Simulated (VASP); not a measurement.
Here is a VASP 6.6.1 calculation.

File INCAR:

```
SYSTEM = NaH
PREC = Accurate
ENCUT = 600
EDIFF = 1E-8
ISMEAR = 0
SIGMA = 0.01
LREAL = .False.
LASPH = .True.
NELM = 100
ALGO = Normal
ISIF = 3
LWAVE = .False.
LCHARG = .False.
GGA = CA
NBANDS = 11
IBRION = 6
NFREE = 2
POTIM = 0.015
NSW = 1
```

KPOINTS

```
Automatic mesh
0
Gamma
  12 12 12
  0 0 0
```

Contents of POSCAR:

```
NaH
1.0
    2.8735000000      0.0000000000      0.0000000000
    0.0000000000      2.8735000000      0.0000000000
    0.0000000000      0.0000000000      2.8735000000
Na H
1 1
Direct
    0.0000000000      0.0000000000      0.0000000000
    0.5000000000      0.5000000000      0.5000000000
```

Potentials or basis: VASP PAW LDA potentials, release 64 (Na_pv, H).

Command:

```bash
$ cat potpaw_LDA.64/Na_pv/POTCAR potpaw_LDA.64/H/POTCAR > POTCAR
$ mpirun -np 1 vasp_std > vasp.out
```

(1) What does it give for the elastic constants C11, C12, C44?

(2) What does it give for the Voigt bulk modulus?

(3) Estimate the highest phonon frequency at Γ, LO-TO splitting left out.

## Answers

(1) 111, -14, -4 GPa.

(2) 28 GPa.

(3) 413 cm⁻¹.

Caveat: the elastic tensor has a negative eigenvalue, so either the cell is unstable as it stands or the mesh is too thin.
